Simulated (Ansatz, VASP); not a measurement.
# Ag in VASP and in Ansatz

```
CELL_PARAMETERS angstrom
0.00000 2.07359 2.07359
2.07359 0.00000 2.07359
2.07359 2.07359 0.00000
ATOMIC_POSITIONS crystal
Ag 0.00000 0.00000 0.00000
```

Alike in both runs: task relaxation of cell and atoms; functional PBEsol; k mesh 18 × 18 × 18; occupations gaussian, width 0.1 eV; no spin polarisation.

|  | VASP | Ansatz |
| --- | --- | --- |
| version | VASP 6.6.1 | Ansatz 0.2.0 |
| potentials or method | VASP PAW PBE potentials, release 64 (Ag) | scalar-relativistic, plane waves, PAW |
| plane-wave cutoff (eV) | 600 | 420 |
| valence electrons in the cell | 11 | 19 |

```csv
,VASP,Ansatz,Ansatz less VASP
"gap on the k mesh at the Fermi level, each at its own relaxed structure (eV)",none,none,-
relaxed volume (Å³/atom),16.64,16.67,+0.025
relaxed cell length with the largest relative difference (Å),2.866,2.867,+0.0014
energy change over the relaxation (meV/atom),-28,-26,+1.3
```

A gap of «none» marks a metal or a gap that the smearing closes. The two sets of potentials don't hold the same shells in valence.

Caveats: the PAW data sets were made with another functional, which shifts forces and pressure a little (VASP).
